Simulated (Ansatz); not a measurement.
# Eu (Im-3m) in Ansatz: convergence with wavefunction cutoff

Aim: find how far wavefunction cutoff must go before the results for Eu settle, at r2SCAN. This setting moves, with any that are tied to it; all else stays.

Everything below comes from runs of Ansatz 0.2.0. Logs are shortened: lines on timing, memory, paths and dates and some standing lists are left out, and cuts for length are marked.

### Step 1. Starting point

The structure is cubic, space group Im-3m (No. 229). The conventional cell has a = 4.606 Å, b = 4.606 Å, c = 4.606 Å, α = 90.00°, β = 90.00°, γ = 90.00°. Eu (site symmetry m-3m) has 8 Eu at 3.99 Å as nearest neighbours.

### Step 2. With wavefunction cutoff 200 eV

Input file input.yaml:

```yaml
crystal:
  lattice:
    - [-2.303, 2.303, 2.303]
    - [2.303, -2.303, 2.303]
    - [2.303, 2.303, -2.303]
  atoms:
    - { symbol: Eu, position: [0.0, 0.0, 0.0], spin: 7.0, spin_axis: [4.95, 4.95, 0.0] }
hamiltonian:
  xc: r2scan
  pseudopotentials: { kind: paw_fr }
magnetization:
  noncollinear: true
  spin_orbit: true
kpoints:
  mp_grid: { grid: [7, 7, 7] }
scf:
  occupations: { method: gaussian, width: 0.1 }
output:
  forces: true
  stress: true
  eigenvalues: true
basis:
  ecutwfc: "200 eV"
```

Potentials or basis: Ansatz PAW.

Launch:

```bash
$ ansatz run input.yaml --threads 2 --pin off --max-ram 5632MiB --backend cpu --events-out ev --progress --plain --runs-dir out
```

Standard output:

```text
Warning: basis.ecutwfc = 200 eV is below the records' recommended 500 eV, and the density's cutoff is lower with it unless basis.ecutrho_ratio is high enough to keep the records' density cutoff: compare with a run at a higher cutoff
Warning: RAYON_NUM_THREADS=2 ignored (pool sized by the plan → 2); use --threads N
band count auto-derived: 32, from the close of a first SCF at 26 (N_el = 17.0; filled up to band 17; 26 by the electrons, moments and atoms)
Engine: ansatz 0.2.0, x86_64-unknown-linux-gnu
Pseudopotentials: kind: paw_fr
Pseudopotential: Eu, paw_fr, valence charge 17, recommended cutoff 500 eV (meta_gga), Eu.paw.azcp#standard-fr
Functional definition: r2SCAN
  parameter k0 = 0.174
  parameter k1 = 0.065
  parameter a1 = 4.9479
  exchange = r2scan_x(k0 = k0, k1 = k1, a1 = a1)
  correlation = r2scan_c
Crystal: 1 atoms, lattice volume = 48.859 Å³
Basis set: ecut = 200 eV, 321 PW (Γ), exchange–correlation on 80×80×80 points (64 copies of the dense FFT grid, shifted against one another)
Bands: 26, of which v1, the nominal top of the filled ones, is band 17 counted from 1 (16 counted from 0)
Symmetry: 4 space group operations + 4 with time reversal
Magnetic group: BNS 69.524 (UNI 622), of the structure as read, at distance tolerance 3.7e-5 Å
k-points: 64 of 343 (time reversal used)
Projection manifold: j_resolved (fully-relativistic pseudo-atomic orbitals)
Non-local potential: Eu, projectors of the file, l = 0: 3, l = 1: 4, l = 2: 4, l = 3: 6
PAW form: soft (Blöchl's): semilocal exchange-correlation on the pseudo side does not see the compensation charge
PAW frozen core: Eu, regenerated for the run's functional (the file was generated under x = pbe(κ = 0.804, μ = 0.2195149727645171), c = pbe(β = 0.06672455060314922))
PAW one-centre angular grid: Eu, 2702 points (default); XC on 224 Gauss nodes
Initial density: superposition of atomic densities (chi_scale 0.1, normalization cell)
Starting moments: Σ|m| = 7 μB on 1 of 1 site
Initial wavefunctions: pseudopotential atomic-orbital guess
Functional: x = r2scan, c = r2scan; τ floored in thin density (d = 2e-4 eV/Å³)
SCF iter   1: F=—  HF=-8747.204511 eV  |F-HF|=—  |Δ(HF+E_count)|=         —  Δρ=3.39e-1  dr2=1.17e0  dr2_τ=2.93e-1  dr2_m=2.58e1  ethr=3.10e-3  |M|=8.03e0 ∫|m|=8.03e0 μB  |m|>n=0.0e0 m-floor=0.0e0 τ_xc=2.5e-16  β_m=1.00  ⟨swp⟩=6.5  Hψ=9763  notcnv=0
preconditioner: auto → Kerker (q_TF=auto, 2.288 Å⁻¹)  [metal: Δε(μ)=0.044 eV  Ē_g=3.193 eV  σ=0.100 eV  W_gap=0.24  n_scr=12 (ndim 8)  ℏωp=15.9 eV  f_vac=0.000  D(μ)=1.90/eV (n_scr^D=12)]
spin=Noncollinear: Kerker preconditioning applied to the charge; magnetization (m_x, m_y, m_z) channels mix plain (no charge-response kernel on spin).
[... 67 lines left out ...]
iter 1 solved again at ethr=2.57e-7 eV; its pass at ethr=3.10e-3 eV (dr2=4.38e-5 eV) is discarded
SCF iter   1: F=—  HF=-8751.132742 eV  |F-HF|=—  |Δ(HF+E_count)|=         —  Δρ=9.24e-7  dr2=2.88e-10  dr2_τ=4.55e-11  dr2_m=1.91e-10  ethr=2.57e-7  |M|=7.61e0 ∫|m|=7.61e0 μB  |m|>n=0.0e0 m-floor=0.0e0 τ_xc=1.3e-3  β_m=1.20  ⟨swp⟩=3.1  Hψ=15980  notcnv=0
eigensolver tolerance schedule: the retry pair's looser diagonalisation over-reported the residual by 152020.38 of it (diagonalisation noise at an unbounded share of the residual, at the tolerance the schedule requests for it); recorded, not acted on — ethr = c·dr2/N_el stays at c = 1.0e-1
preconditioner: auto → Kerker (q_TF=auto, 2.288 Å⁻¹)  [metal: Δε(μ)=0.004 eV  Ē_g=5.134 eV  σ=0.100 eV  W_gap=0.02  n_scr=12 (ndim 8)  ℏωp=15.9 eV  f_vac=0.000  D(μ)=1.84/eV (n_scr^D=12)]
spin=Noncollinear: Kerker preconditioning applied to the charge; magnetization (m_x, m_y, m_z) channels mix plain (no charge-response kernel on spin).
SCF iter   2: F=-8751.132742 eV  HF=-8751.132742 eV  |F-HF|=2.20e-8  |Δ(HF+E_count)|=   7.62e-8  Δρ=5.44e-7  dr2=1.80e-10  dr2_τ=1.24e-11  dr2_m=3.37e-11  ethr=1.69e-12  |M|=7.61e0 ∫|m|=7.61e0 μB  |m|>n=0.0e0 m-floor=0.0e0 τ_xc=1.3e-3  ⟨swp⟩=8.3  Hψ=9932  notcnv=0
SCF 2 converged in 2 iterations: F = -8751.132742 eV  dr2 = 1.80e-10
SCF converged after 25 iterations (23 of them on 26 bands)
Stability not checked: this state was not tested for a lower state beside it, because the mixer in use, unlike msr1, does not test its closes by its own steps (another_mixer; see scf.mixing.algorithm and scf.lower_state_search)
Magnetization: |M| = 7.6055 μB,  M = (+5.3779, +5.3779, -0.0000) μB
Absolute magnetization: 7.6055 μB (∫|m|, with the PAW one-centre terms)
  site 0: m = (+5.1155, +5.1155, -0.0000) μB, |m| = 7.2344 μB  (R = 1.65 Å)
Free energy (F): -8751.132742 eV
Harris-Foulkes:  -8751.132742 eV  (|F-HF|=2.20e-8)
Internal energy: -8751.123524 eV  (E = F + TS)
E sigma→0 (E₀):  -8751.128133 eV
Entropy (-TS):   -0.009218 eV (-9.218 meV/atom)
Fermi energy:    7.619571 eV
--- Per-component energies (eV) ---
  E_band       = -85.602576
  E_kinetic    = 357.537551
  E_local      = -2331.191055  (includes V_loc(G=0)·N_el)
  E_nonlocal   = 519.075189
  E_hartree    = 939.302398
  E_xc         = -167.078278
  E_vxc        = -220.268480  (∫ρ·V_xc dr)
  E_paw        = -6425.035219  (= ΣΔE_a)
  E_vpaw       = -302.429045  (= ΣTr[D̂ρ^β])
  E_aug_tail   = -0.000064  (compensation charges beyond the density's cutoff)
  E_vtau       = 13.068615  (kinetic-family band-sum trace: ∫τ·v_τ [+ j·A + Jᵃ·Aᵃ] dr)
  E_ewald      = -1644.014444
  E_core_change = 0.280398  (= ΣΔE_core)
  E_smearing   = -0.009218  (= −TS)
  E_closure    = 0.000000  (closes the sum)
  Σ components = -8751.132742   (vs F -8751.132742, Δ=0.00e0)
--- Forces (eV/Å), atoms counted from 1 ---
  atom   1  Eu    -0.00000000     0.00000000     0.00000000
  max |Σ_I F_I| component: 2.82e-18 eV/Å
--- Stress (GPa, compression-positive) ---
        0.065269       0.034180       0.000000
        0.034180       0.065269       0.000000
       -0.000000      -0.000000       0.053263
  P = ⅓ Tr σ = 0.0613 GPa (0.613 kbar)
--- Band table (eV; the first three rows and the last of 64) ---
  k-point 0: bands = ["-35.8536", "-31.5526", "-15.7026", "-14.8019", "-12.3838", "-10.7651", "-10.0187", "-9.4544", "3.2569", "4.1978", "5.6110", "5.7472", "5.8476", "5.9334", "6.0632", "6.1951", "6.3001", "9.7301", "9.7771", "9.8292", "10.9330", "10.9933", "11.0685", "11.1922", "11.2036", "11.9268", "12.0030", "12.1219", "12.3199", "12.4495", "12.5442", "12.6602"]
  k-point 1: bands = ["-35.8528", "-31.5516", "-15.7109", "-14.8364", "-12.3918", "-10.7935", "-10.0957", "-9.4666", "3.6595", "4.6328", "5.6066", "5.6689", "5.7045", "5.8283", "5.8942", "6.1727", "6.3020", "9.4497", "9.4887", "10.1711", "10.5814", "10.6401", "10.8480", "11.1714", "11.3661", "11.8797", "11.9388", "12.0759", "12.1403", "12.4458", "12.5001", "12.5337"]
  k-point 2: bands = ["-35.8296", "-31.5135", "-15.7184", "-14.8866", "-12.4047", "-10.8451", "-10.2374", "-9.4889", "4.7196", "5.6421", "5.7511", "5.8816", "6.0090", "6.1107", "6.2210", "6.3918", "6.6433", "8.5281", "8.8862", "9.5637", "9.9638", "11.0281", "11.2795", "11.4001", "11.9266", "12.1518", "12.2167", "12.3672", "12.4351", "12.5899", "12.7899", "13.0367"]
  k-point 63: bands = ["-35.8082", "-31.4785", "-15.8071", "-14.9257", "-12.5665", "-10.9943", "-10.2775", "-9.7297", "5.7415", "5.8569", "5.9991", "6.1856", "6.2405", "6.4256", "6.5776", "6.7685", "6.8929", "7.8258", "7.9095", "10.9663", "11.1426", "11.3577", "11.7475", "11.7825", "11.9431", "12.2607", "12.5460", "12.6193", "12.7049", "12.7352", "13.1039", "13.2238"]
```

Run time: 45 s. Hardware: 2 threads of Intel Xeon at 2.50GHz (Skylake/Cascade Lake), shared host; peak memory 0.49 GiB.

Results:

| Property | Result |
| --- | --- |
| Free energy | -8751.1327 eV |
| Pressure | 0.1 GPa |
| Band gap on the k mesh | none (metal or under the smearing width) |
| Net moment | 7.61 μB per cell |
| Absolute moment | 7.61 μB per cell |

### Step 3. With wavefunction cutoff 250 eV

input.yaml, as its differences from that of step 2:

```diff
@@ -22,2 +22,2 @@
 basis:
-  ecutwfc: "200 eV"
+  ecutwfc: "250 eV"
```

Potentials or basis: Ansatz PAW.

Launch:

```bash
$ ansatz run input.yaml --threads 2 --pin off --max-ram 5632MiB --backend cpu --events-out ev --progress --plain --runs-dir out
```

Wall time 70 s (2 threads of Intel Xeon at 2.50GHz (Skylake/Cascade Lake), shared host); peak memory 0.55 GiB.

What came out:

* Free energy: -8760.5273 eV
* Pressure: -0.8 GPa
* Band gap on the k mesh: none (metal or under the smearing width)
* Net moment: 7.65 μB per cell
* Absolute moment: 7.65 μB per cell

### Step 4. With wavefunction cutoff 300 eV

input.yaml, as its differences from that of step 3:

```diff
@@ -22,2 +22,2 @@
 basis:
-  ecutwfc: "250 eV"
+  ecutwfc: "300 eV"
```

Launch:

```bash
$ ansatz run input.yaml --threads 2 --pin off --max-ram 5632MiB --backend cpu --events-out ev --progress --plain --runs-dir out
```

Wall time 85 s (2 threads of Intel Xeon at 2.50GHz (Skylake/Cascade Lake), shared host); peak memory 0.55 GiB.

Results:

```
Free energy            : -8761.8787 eV
Pressure               : -1.3 GPa
Band gap on the k mesh : none (metal or under the smearing width)
Net moment             : 7.67 μB per cell
Absolute moment        : 7.67 μB per cell
```

### Step 5. With wavefunction cutoff 350 eV

input.yaml, as its differences from that of step 4:

```diff
@@ -22,2 +22,2 @@
 basis:
-  ecutwfc: "300 eV"
+  ecutwfc: "350 eV"
```

Launch:

```bash
$ ansatz run input.yaml --threads 2 --pin off --max-ram 5632MiB --backend cpu --events-out ev --progress --plain --runs-dir out
```

Run time: 87 s. Hardware: 2 threads of Intel Xeon at 2.50GHz (Skylake/Cascade Lake), shared host; peak memory 0.59 GiB.

What came out:

| Item | Value |
| --- | --- |
| Free energy | -8761.9828 eV |
| Pressure | -1.5 GPa |
| Band gap on the k mesh | none (metal or under the smearing width) |
| Net moment | 7.67 μB per cell |
| Absolute moment | 7.67 μB per cell |

### Step 6. With wavefunction cutoff 400 eV

input.yaml, as its differences from that of step 5:

```diff
@@ -22,2 +22,2 @@
 basis:
-  ecutwfc: "350 eV"
+  ecutwfc: "400 eV"
```

Potentials or basis: Ansatz PAW.

Launch:

```bash
$ ansatz run input.yaml --threads 2 --pin off --max-ram 5632MiB --backend cpu --events-out ev --progress --plain --runs-dir out
```

Run time: 2.2 min. Hardware: 2 threads of Intel Xeon at 2.50GHz (Skylake/Cascade Lake), shared host; peak memory 0.65 GiB.

Results (log left out):

- Free energy: -8761.9904 eV
- Pressure: -1.5 GPa
- Band gap on the k mesh: none (metal or under the smearing width)
- Net moment: 7.67 μB per cell
- Absolute moment: 7.67 μB per cell

### Step 7. With wavefunction cutoff 450 eV

input.yaml, as its differences from that of step 6:

```diff
@@ -22,2 +22,2 @@
 basis:
-  ecutwfc: "400 eV"
+  ecutwfc: "450 eV"
```

Launch:

```bash
$ ansatz run input.yaml --threads 2 --pin off --max-ram 5632MiB --backend cpu --events-out ev --progress --plain --runs-dir out
```

It took 2.8 min on 2 threads of Intel Xeon at 2.50GHz (Skylake/Cascade Lake), shared host; peak memory 0.72 GiB.

Results (log left out):

```
Free energy            : -8761.9977 eV
Pressure               : -1.5 GPa
Band gap on the k mesh : none (metal or under the smearing width)
Net moment             : 7.67 μB per cell
Absolute moment        : 7.67 μB per cell
```

### Step 8. With wavefunction cutoff 500 eV

input.yaml, as its differences from that of step 7:

```diff
@@ -22,2 +22,2 @@
 basis:
-  ecutwfc: "450 eV"
+  ecutwfc: "500 eV"
```

Launch:

```bash
$ ansatz run input.yaml --threads 2 --pin off --max-ram 5632MiB --backend cpu --events-out ev --progress --plain --runs-dir out
```

It took 2.5 min on 2 threads of Intel Xeon at 2.50GHz (Skylake/Cascade Lake), shared host; peak memory 0.75 GiB.

It converged, with:

| Quantity | Value |
| --- | --- |
| Free energy | -8762.0022 eV |
| Pressure | -1.5 GPa |
| Band gap on the k mesh | none (metal or under the smearing width) |
| Net moment | 7.67 μB per cell |
| Absolute moment | 7.67 μB per cell |

### Step 9. With wavefunction cutoff 600 eV

input.yaml, as its differences from that of step 8:

```diff
@@ -22,2 +22,2 @@
 basis:
-  ecutwfc: "500 eV"
+  ecutwfc: "600 eV"
```

Potentials or basis: Ansatz PAW.

Launch:

```bash
$ ansatz run input.yaml --threads 2 --pin off --max-ram 5632MiB --backend cpu --events-out ev --progress --plain --runs-dir out
```

Run time: 2.9 min. Hardware: 2 threads of Intel Xeon at 2.50GHz (Skylake/Cascade Lake), shared host; peak memory 0.86 GiB.

Results (log left out):

| Quantity | Value |
| --- | --- |
| Free energy | -8762.0047 eV |
| Pressure | -1.5 GPa |
| Band gap on the k mesh | none (metal or under the smearing width) |
| Net moment | 7.67 μB per cell |
| Absolute moment | 7.67 μB per cell |

### Step 10. With wavefunction cutoff 800 eV

input.yaml, as its differences from that of step 9:

```diff
@@ -22,2 +22,2 @@
 basis:
-  ecutwfc: "600 eV"
+  ecutwfc: "800 eV"
```

Launch:

```bash
$ ansatz run input.yaml --threads 2 --pin off --max-ram 5632MiB --backend cpu --events-out ev --progress --plain --runs-dir out
```

Run time: 4.1 min. Hardware: 2 threads of Intel Xeon at 2.50GHz (Skylake/Cascade Lake), shared host; peak memory 1.2 GiB.

The run converged. Its results:

| Property | Result |
| --- | --- |
| Free energy | -8762.0061 eV |
| Pressure | -1.5 GPa |
| Band gap on the k mesh | none (metal or under the smearing width) |
| Net moment | 7.67 μB per cell |
| Absolute moment | 7.67 μB per cell |

### Step 11. Summary

| wavefunction cutoff | energy less the tightest run, at zero smearing (meV/atom) | pressure (GPa) | absolute moment (μB) | SCF cycles | CPU time (s) | peak memory (GiB) |
| --- | --- | --- | --- | --- | --- | --- |
| 200 eV | 10874.23 | 0.06 | 7.61 | 25 | 85 | 0.49 |
| 250 eV | 1478.95 | -0.81 | 7.65 | 29 | 130 | 0.55 |
| 300 eV | 127.30 | -1.30 | 7.67 | 29 | 160 | 0.55 |
| 350 eV | 23.24 | -1.47 | 7.67 | 27 | 170 | 0.59 |
| 400 eV | 15.66 | -1.47 | 7.67 | 30 | 250 | 0.65 |
| 450 eV | 8.43 | -1.46 | 7.67 | 44 | 330 | 0.72 |
| 500 eV | 3.91 | -1.45 | 7.67 | 29 | 290 | 0.75 |
| 600 eV | 1.40 | -1.45 | 7.67 | 27 | 330 | 0.86 |
| 800 eV | 0.00 | -1.46 | 7.67 | 27 | 480 | 1.2 |

Against the tightest run, the pressure stays within 0.1 GPa from 350 eV on; the absolute moment stays within 0.02 μB from 250 eV on. Not settled before the last step: the energy (to 1 meV/atom). The tightest run that finished is the yardstick and may itself not be fully converged.

Caveats: the magnetic or orbital state may not be the lowest; the PAW data sets come from PBE, with cores solved anew for the run's functional, which leaves a small shift of forces and pressure.
